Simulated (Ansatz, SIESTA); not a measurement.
Given: the input of a run of Ansatz 0.2.0 on LiF (Griceite). 

The input input.yaml:

```yaml
crystal:
  lattice:
    - [0.0, 2.014, 2.014]
    - [2.014, 0.0, 2.014]
    - [2.014, 2.014, 0.0]
  atoms:
    - { symbol: F, position: [0.5, 0.5, 0.5] }
    - { symbol: Li, position: [0.0, 0.0, 0.0] }
kpoints:
  mp_grid: { grid: [11, 11, 11] }
scf:
  occupations: { method: fermi_dirac, width: 0.05 }
hamiltonian:
  xc: pbe
  pseudopotentials: { kind: all_electron, lapw: { basis_error: 0.001 } }
output:
  forces: true
  stress: true
  eigenvalues: true
  populations: true
```

Potentials or basis: all-electron LAPW, scalar-relativistic.

Launch:

```sh
$ ansatz run input.yaml --threads 1 --pin off --max-ram 3072MiB --backend cpu --events-out ev --progress --plain --runs-dir out
```

Q: Set up the same calculation for SIESTA 5.4.2. Potentials or basis there: files PseudoDojo sr-pbe-0.4.1-standard, DZP (energy shift 0.003 Ry; two zetas on semicore shells).

A: As run (cutoffs and basis follow the program's own potentials, and thresholds, step limits or extra output files can differ):

The input LiF.fdf:

```
SystemName                      Griceite
SystemLabel                     LiF
NumberOfSpecies                 2
NumberOfAtoms                   2
%block ChemicalSpeciesLabel
  1   9 F
  2   3 Li
%endblock ChemicalSpeciesLabel

LatticeConstant                 1.0 Ang
%block LatticeVectors
     0.0000000000     2.0140000000     2.0140000000
     2.0140000000     0.0000000000     2.0140000000
     2.0140000000     2.0140000000     0.0000000000
%endblock LatticeVectors
AtomicCoordinatesFormat         Fractional
%block AtomicCoordinatesAndAtomicSpecies
     0.5000000000     0.5000000000     0.5000000000  1  F
     0.0000000000     0.0000000000     0.0000000000  2  Li
%endblock AtomicCoordinatesAndAtomicSpecies

%block kgrid.MonkhorstPack
   11   0   0  0.0
    0  11   0  0.0
    0   0  11  0.0
%endblock kgrid.MonkhorstPack
XC.Functional                   GGA
XC.Authors                      PBE
PAO.BasisSize                   DZP
PAO.EnergyShift                 0.003 Ry
Mesh.Cutoff                     800 Ry
OccupationFunction              FD
ElectronicTemperature           0.05 eV
MaxSCFIterations                120
SCF.MustConverge                false
SCF.Mixer.Method                Pulay
SCF.Mixer.Weight                0.25
SCF.Mixer.History               8
SCF.DM.Tolerance                5.0e-05
SCF.H.Tolerance                 1.0e-03 eV
WriteForces                     true
Charge.Mulliken                 end
Charge.Hirshfeld                end
Charge.Voronoi                  end
SaveRho                         true
SaveElectrostaticPotential      true
%block PAO.PolarizationScheme
  Li non-perturbative
%endblock PAO.PolarizationScheme
%block PAO.Basis
  Li 3
  n=1 0 2
    2.782 0.000
  n=2 0 2
    9.500 0.000
  n=2 1 1
    9.500
%endblock PAO.Basis
```

Potentials or basis: PseudoDojo 0.4 standard (PBE files), converted to PSML, two zetas on semicore shells, DZP (energy shift 0.003 Ry; two zetas on semicore shells).

Run with:

```sh
$ siesta LiF.fdf > LiF.out 2>&1
```

Both were run:

|  | Ansatz | SIESTA |
| --- | --- | --- |
| Pressure | 2.0 GPa | 2.6 GPa |

Where Ansatz's input types no cutoff or centring, it takes its own default and a Γ-centred mesh.

Pressure is positive in compression.
